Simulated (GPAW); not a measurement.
Write an ASE script for GPAW 26.7.0 that does the following.

```yaml
Task: equation of state
Functional: PBEsol
Dispersion: D4
Potentials_or_basis: PAW data sets generated in the run's folder for this functional
Cutoff: 600 eV
Basis: pw
k_mesh: 6 × 6 × 6
Occupations: fermi-dirac, width 0.05 eV
Spin: no spin polarisation
Maxiter: 150
Eos_scales: "[0.94, 0.96, 0.98, 1.0, 1.02, 1.04, 1.06]"
```

The structure of CsI lies in CsI.cif:

```cif
data_CsI
_cell_length_a 4.56670000
_cell_length_b 4.56670000
_cell_length_c 4.56670000
_cell_angle_alpha 90.00000000
_cell_angle_beta 90.00000000
_cell_angle_gamma 90.00000000
_space_group_name_H-M_alt 'P1'
_space_group_name_Hall 'P 1'
_space_group_IT_number 1
loop_
_space_group_symop_operation_xyz
'x,y,z'
loop_
_atom_site_label
_atom_site_type_symbol
_atom_site_symmetry_multiplicity
_atom_site_Wyckoff_symbol
_atom_site_fract_x
_atom_site_fract_y
_atom_site_fract_z
_atom_site_occupancy
Cs1 Cs 1 a 0.0000000000 0.0000000000 0.0000000000 1
I1 I 1 a 0.5000000000 0.5000000000 0.5000000000 1
```

These files were run (other wordings do the same):

run.py

```python
from ase.calculators.mixing import SumCalculator
from ase.eos import EquationOfState
from ase.io import Trajectory, read
from ase.units import GPa
from dftd4.ase import DFTD4
from gpaw import GPAW, PW, setup_paths

setup_paths.insert(0, '.')

atoms = read('CsI.cif')

traj = Trajectory('eos.traj', 'w')
volumes, energies = [], []
for x in [0.94, 0.96, 0.98, 1.0, 1.02, 1.04, 1.06]:
    a = atoms.copy()
    a.set_cell(atoms.cell * x**(1 / 3), scale_atoms=True)
    calc = GPAW(mode=PW(600),
                xc='PBEsol',
                kpts={'size': (6, 6, 6), 'gamma': True},
                occupations={'name': 'fermi-dirac', 'width': 0.05},
                nbands=16,
                convergence={'density': 1e-05, 'energy': 1e-05},
                maxiter=150,
                txt=f'eos-{x:.2f}.txt')
    a.calc = SumCalculator([calc, DFTD4(method='pbesol')])
    energies.append(a.get_potential_energy())
    volumes.append(a.get_volume())
    p = -a.get_stress()[:3].mean() / GPa
    calc.write(f'eos-{x:.2f}.gpw')
    traj.write(a)
    print(f'{x:.2f} {volumes[-1]:10.4f} A^3 {energies[-1]:14.6f} eV {p:9.3f} GPa', flush=True)

v0, e0, B = EquationOfState(volumes, energies, eos='birchmurnaghan').fit()
print(f'V0 = {v0:.4f} A^3, E0 = {e0:.6f} eV, B0 = {B / GPa:.2f} GPa')
```

Potentials or basis: PAW data sets generated in the run's folder for this functional, pw.

Command:

```sh
$ gpaw-setup -f PBEsol Cs I
$ OMP_NUM_THREADS=1 python run.py
```

It gave:

```
Equilibrium volume : 44.38 Å³/atom (rough: see the caveat)
Bulk modulus       : 14.3 GPa (rough)
```

Caveat: the minimum lies outside the volumes run.

Wall time 120 s on 1 thread of Arm Neoverse V1, on a shared host, peak memory 0.25 GiB.
